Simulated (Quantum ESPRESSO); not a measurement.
## MoSe2 under changes of volume

One of the cells (20.129 Å³/atom); the others are scaled copies at fixed shape and fractional positions:

```xyz
6
Lattice="3.2880 0.0000 0.0000 -1.6440 2.8475 0.0000 0.0000 0.0000 12.9000" Properties=species:S:1:pos:R:3 pbc="T T T"
Mo    1.6440    0.9492    9.6750
Mo    0.0000    1.8983    3.2250
Se    1.6440    0.9492    4.8375
Se    0.0000    1.8983   11.2875
Se    1.6440    0.9492    1.6125
Se    0.0000    1.8983    8.0625
```

```yaml
Program: Quantum ESPRESSO 7.5
Functional: LDA
Potentials_or_basis: JTH 2.0 LDA
Cutoff: 490 eV
Density_cutoff: 2939 eV
k_mesh: 9 × 9 × 2
Occupations: fermi-dirac, width 0.05 eV
Spin: no spin polarisation
```

```csv
volume (Å³/atom),energy over the lowest point (meV/atom),pressure (GPa),gap on the mesh (eV),largest force (eV/Å)
18.922,41.54,10.7,0.85,1.770
19.324,19.28,7.0,0.87,1.354
19.727,5.73,3.8,0.87,0.968
20.129,0.00,0.8,0.87,0.612
20.532,?,?,?,?
20.935,8.86,-4.2,0.87,0.024
21.337,22.07,-6.3,0.86,0.307
```

Task: What does the run at 20.532 Å³/atom give?

Result: Energy over the lowest point 1.29 meV/atom; pressure -1.8 GPa; gap on the mesh 0.87 eV; largest force 0.282 eV/Å.

Worked out: A Birch-Murnaghan fit of order 3 (a polynomial in V^(-2/3)) to the other rows has its minimum at 20.25 Å³/atom with B0 = V·E''(V) = 136 GPa and B' = 4.5 at fixed shape and positions, which overstates the stiffness. It gives 1.28 meV/atom at 20.532 Å³/atom, against the run's 1.29, and -dE/dV = -1.8 GPa, against -1.8. A parabola through the other rows of the gap, of slope -0.141 eV per unit of ln V there, gives 0.87 eV, against the run's 0.87.

Energies are extrapolated to zero smearing.

Caveats: the cutoff is low for these files, which shifts pressure and relaxed volume; an odd mesh through Γ misses points on the zone boundary, where band edges often lie; the cell's inner coordinates are idealised or old, which leaves forces on the atoms. Spin-orbit coupling on Mo, Se is left out.
